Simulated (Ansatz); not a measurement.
Input and command of a plane-wave DFT calculation in Ansatz:

```yaml
crystal:
  lattice:
    - [2.6578394421, -4.603512952, 2.9507317729]
    - [2.6578394421, 4.603512952, 2.9507317729]
    - [-5.3156788841, 0.0, 2.9507317729]
  atoms:
    - { symbol: Ta, position: [0.3191667599, 0.3582127007, 0.3464808149] }
    - { symbol: Ta, position: [0.6356033239, 0.702172796, 0.6688535531] }
    - { symbol: Ta, position: [-0.0322767343, 0.0153920897, -0.016804954] }
    - { symbol: Ta, position: [0.8188259622, 0.5213517069, 0.1579887926] }
    - { symbol: Ta, position: [0.1385113817, 0.8629216171, 0.4965723533] }
    - { symbol: Ta, position: [0.4627444618, 0.1862089753, 0.8398603957] }
    - { symbol: Ta, position: [0.1454838792, 0.5189253981, 0.8466641769] }
    - { symbol: Ta, position: [0.4806593232, 0.8633533685, 0.1602481599] }
    - { symbol: Ta, position: [0.8179547178, 0.1870569655, 0.5036201212] }
    - { symbol: "N", position: [0.5181271441, 0.5497018837, -0.0769303251] }
    - { symbol: "N", position: [0.8579585328, 0.8875510363, 0.2610225075] }
    - { symbol: "N", position: [0.1830811237, 0.2203479974, 0.6003631946] }
    - { symbol: "N", position: [0.8428766303, 0.2759541977, 0.870303234] }
    - { symbol: "N", position: [0.1846989043, 0.614647761, 0.2003606872] }
    - { symbol: "N", position: [0.5092797405, -0.0335074844, 0.5307020681] }
    - { symbol: "N", position: [-0.0970407484, 0.5605588066, 0.5441224938] }
    - { symbol: "N", position: [0.2270325451, 0.8799110689, 0.8688655033] }
    - { symbol: "N", position: [0.5831810305, 0.2420690931, 0.2144410547] }
basis:
  ecutwfc: 420
kpoints:
  mp_grid: { grid: [3, 3, 3], shift: [0.0, 0.0, 0.0] }
hamiltonian:
  xc: pbe
scf:
  occupations: { method: fermi_dirac, width: 0.0948 }
  lower_state_search: "off"
  convergence: { dr2_threshold: 1.0e-07 }
output:
  forces: true
  stress: true
md:
  timestep: 2.0
  n_steps: 205
  ensemble: nvt_langevin
  temperature: 1100.0
  initial_velocities: maxwell_boltzmann
  seed: 79941
  friction: 0.02
```

```bash
ansatz run input.yaml --threads 4 --pin off --max-ram 9216MiB --backend cpu --events-out ev --progress --plain --runs-dir out
```

Processor: Arm Neoverse V1, 4 threads, on a host shared with other jobs.

Estimate time, memory and problem size.

About 25 min on 4 threads of Arm Neoverse V1, on a shared host, peak memory 0.94 GiB. It solves 99 bands at 14 k points (the mesh reduced by the symmetry that the task leaves, which can be less than the crystal's) with about 4257 plane waves, in 1273 SCF iterations.
